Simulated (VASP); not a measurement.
Here is a VASP 6.6.1 calculation.

POSCAR

```
SnSe
1.0
    0.0000000000      3.0021131514      3.0021131514
    3.0021131514      0.0000000000      3.0021131514
    3.0021131514      3.0021131514      0.0000000000
Sn Se
1 1
Direct
    0.0000000000      0.0000000000      0.0000000000
    0.5000000000      0.5000000000      0.5000000000
```

The input INCAR.step1:

```
SYSTEM = SnSe
  PREC = Accurate
  ENCUT = 520
  EDIFF = 1E-5
  ISMEAR = 0
  SIGMA = 0.01
  LREAL = .False.
  LASPH = .True.
  NELM = 100
  ALGO = Normal
  ISIF = 2
  LWAVE = .True.
  LCHARG = .False.
  GGA = PE
  NBANDS = 17
```

File INCAR.step2:

```
SYSTEM = SnSe
  PREC = Accurate
  ENCUT = 520
  EDIFF = 1E-6
  ISMEAR = 0
  SIGMA = 0.01
  LREAL = .False.
  LASPH = .True.
  NELM = 100
  ALGO = Normal
  ISIF = 2
  LWAVE = .False.
  LCHARG = .False.
  GGA = PE
  LHFCALC = .True.
  HFSCREEN = 0.2079
  PRECFOCK = Normal
  ISTART = 1
  NBANDS = 17
```

KPOINTS

```
regular mesh
0
Gamma
  4 4 4
  0 0 0
```

Potentials or basis: VASP PAW PBE potentials, release 64 (Sn_d, Se).

Launch:

```console
$ cat potpaw_PBE.64/Sn_d/POTCAR potpaw_PBE.64/Se/POTCAR > POTCAR
$ cp INCAR.step1 INCAR
$ mpirun -np 1 vasp_std > vasp.out
$ cp INCAR.step2 INCAR
$ mpirun -np 1 vasp_std > vasp.out
```

**Question.** What does it give for the band gap on the k mesh?

**Answer.** 0.52 eV, direct.

**Question.** What does it give for the pressure?

**Answer.** -1.5 GPa.

Caveat: the k mesh is coarse (spacing up to 0.45 Å⁻¹), so the values aren't converged, least of all with exact exchange; the PAW data sets were made with another functional, which shifts forces and pressure a little; spin-orbit coupling is left out, which moves the levels of the heavy elements. A k mesh can miss the band edges.
